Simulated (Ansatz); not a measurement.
Starting cell, ZrO2 (tetragonal-ZrO2 type, space group P4_2/nmc):

```
CELL_PARAMETERS angstrom
      3.62082     0.00000     0.00000
      0.00000     3.62082     0.00000
      0.00000     0.00000     5.28425
ATOMIC_POSITIONS crystal
  Zr 0.00000 0.00000 0.00000
  Zr 0.50000 0.50000 0.50000
  O  0.00000 0.50000 0.19251
  O  0.00000 0.50000 0.69251
  O  0.50000 0.00000 0.30749
  O  0.50000 0.00000 0.80749
```

A phonon eigenvector at Γ is frozen into this cell: atom i moves by Q times the vector below, so Q is the largest atomic displacement, in Å. The cell is held.

```csv
atom,x,y,z
Zr1,0.000,0.000,-0.351
Zr2,0.000,0.000,-0.351
O3,0.000,0.000,1.000
O4,0.000,0.000,1.000
O5,0.000,0.000,1.000
O6,0.000,0.000,1.000
```

Method: PBE (plane waves to 420 eV, PAW, scalar-relativistic; Ansatz, a program for electronic structure). k mesh 9×9×6 (Γ-centred), Fermi-Dirac smearing 0.05 eV. E stands for the smeared free energy. The PAW data are Ansatz's earlier set. This is a high-temperature form of ZrO2. ZrO2 is run without spin polarisation. ZrO2 was relaxed with its symmetry unable to fall. ΔE is measured from the undisplaced structure.

```tsv
Q (Å)	ΔE (meV/cell)
-0.2800	1175
-0.2333	832
-0.1867	543
-0.1400	withheld
-0.0933	140
-0.0467	35
0.0000	0
0.0467	35
0.0933	140
0.1400	withheld
0.1867	543
0.2333	832
0.2800	1175
```

Task: Fit an even polynomial form (powers 2, 4) to the given rows and predict ΔE at Q = 0.1400.

Result: Least squares on the 11 given rows: ΔE = (16040)·Q² + (-13480)·Q⁴, in meV/cell with Q in Å; root-mean-square residual 0.8 meV/cell. At 0.1400 the fit gives 309 meV/cell; the calculation gives 311 meV/cell, so the interpolation is off by -2 (-0.6 %). The quadratic term alone would give 314 meV/cell.

(For displaced atoms, the force is minus the slope of the energy, and its curvature is a force constant, which sets phonon frequencies.)
